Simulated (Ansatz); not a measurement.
The system is Sn.

```
CELL_PARAMETERS angstrom
-2.94014 2.94014 1.59930
2.94014 -2.94014 1.59930
2.94014 2.94014 -1.59930
ATOMIC_POSITIONS crystal
Sn 0.00000 0.00000 0.00000
Sn 0.75000 0.25000 0.50000
```

Program: Ansatz 0.2.0. Alike in all runs: potentials or basis Ansatz PAW; cell as given; smearing fermi-dirac 0.05 eV. Hardware: 2 threads of Intel(R) Xeon(R) Processor @ 2.50GHz (Skylake/Cascade Lake), on a shared host.

Question: Order these runs on this cell by their wall time, lowest first.
A. task band structure; level r2SCAN; spin SOC, no magnetisation; k mesh 7 × 7 × 7; cutoff (eV) 500; points for each segment of the path 14; mesh quality not flagged
B. task band structure; level LDA; spin off; k mesh 9 × 9 × 9; cutoff (eV) 420; points for each segment of the path 14; mesh quality not flagged
C. task single point; level r2SCAN50; spin off; k mesh 5 × 5 × 5; cutoff (eV) 500; mesh quality coarse
D. task band structure; level HSE03; spin off; k mesh 5 × 5 × 5; cutoff (eV) 420; points for each segment of the path 4; mesh quality coarse

Answer: B (18 s), A (96 s), C (200 s), D (1100 s).

Caveats: some runs use coarse meshes.

Runs at the PBE level aren't shown here.
